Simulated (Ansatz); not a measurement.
SiO2: field gradients at two levels of theory

Cell: a Materials Project structure (computed, not necessarily an observed phase), atoms as given.

Space group Ia-3 (No. 206); a = 8.4471 Å.

| site | Wyckoff | site symmetry | x | y | z |
| --- | --- | --- | --- | --- | --- |
| Si | 16c | .3. | 0.1412 | 0.6412 | 0.8588 |
| O9 | 24d | 2.. | 0.5000 | 0.2500 | 0.4302 |
| O14 | 8b | .-3. | 0.7500 | 0.2500 | 0.2500 |

One atom of each set is listed; the run and its k-mesh use a cell of 24 atoms with edges of 7.32, 7.32, 7.32 Å.

First run. Method: Kohn–Sham DFT in Ansatz, PBE, plane waves and PAW, scalar-relativistic, 420 eV cutoff, Γ-centred 4×4×4 k-points, Fermi–Dirac smearing 0.02 eV.

| site | V_zz (10²¹ V/m²) | η |
| --- | --- | --- |
| Si | 0.61 | 0.00 |
| O9 | 9.21 | 0.30 |
| O14 | 9.76 | 0.00 |

Second run. The same atoms and settings, except that the functional is r2SCAN and the cutoff is 500 eV.

**Question.** What does the second run give?

**Answer.** 

```csv
site,V_zz,η,change of V_zz
Si,0.60,0.00,-0.01
O9,9.09,0.31,-0.12
O14,9.61,0.00,-0.15
```

The largest change of V_zz is on O14, from 9.76 to 9.61. In per cent, |V_zz| changes by -2 on Si, -2 to -1 on O (all sites that start above 0.5).

For the first run: At this cell the PBE pressure is 6 GPa, so with PBE the cell would grow if it were relaxed. The entry's cell may itself be off. The largest force is 0.3 eV/Å, so the atoms aren't at the calculated equilibrium and relaxing them would move these values.
